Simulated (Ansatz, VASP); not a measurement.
# One calculation of Pd, two programs

```
CELL_PARAMETERS angstrom
0.00000 1.94650 1.94650
1.94650 0.00000 1.94650
1.94650 1.94650 0.00000
ATOMIC_POSITIONS crystal
Pd 0.00000 0.00000 0.00000
```

Alike in both runs: task relaxation of cell and atoms; functional PBE; k mesh 12 × 12 × 12; occupations fermi-dirac, width 0.05 eV; no spin polarisation.

```csv
,VASP,Ansatz
version,VASP 6.6.1,Ansatz 0.2.0
potentials or method,"VASP PAW PBE potentials, release 64 (Pd)",Ansatz PAW
plane-wave cutoff (eV),580,420
valence electrons in the cell,10,18
```

```csv
,VASP,Ansatz,Ansatz less VASP
"gap on the k mesh at the Fermi level, each at its own relaxed structure (eV)",none,none,-
relaxed volume (Å³/atom),15.28,15.31,+0.039
relaxed cell length with the largest relative difference (Å),2.785,2.787,+0.0024
energy change over the relaxation (meV/atom),-10,-12,-1.3
```

A gap of «none» marks a metal or a gap that the smearing closes. The two sets of potentials don't hold the same shells in valence.

Caveats: the plane-wave basis is chosen anew once the cell has moved, so the energies of steps on either side of that aren't comparable (Ansatz). PBE usually gives volumes a little too large and moduli too small. Zero-point motion and thermal expansion aren't in these numbers.
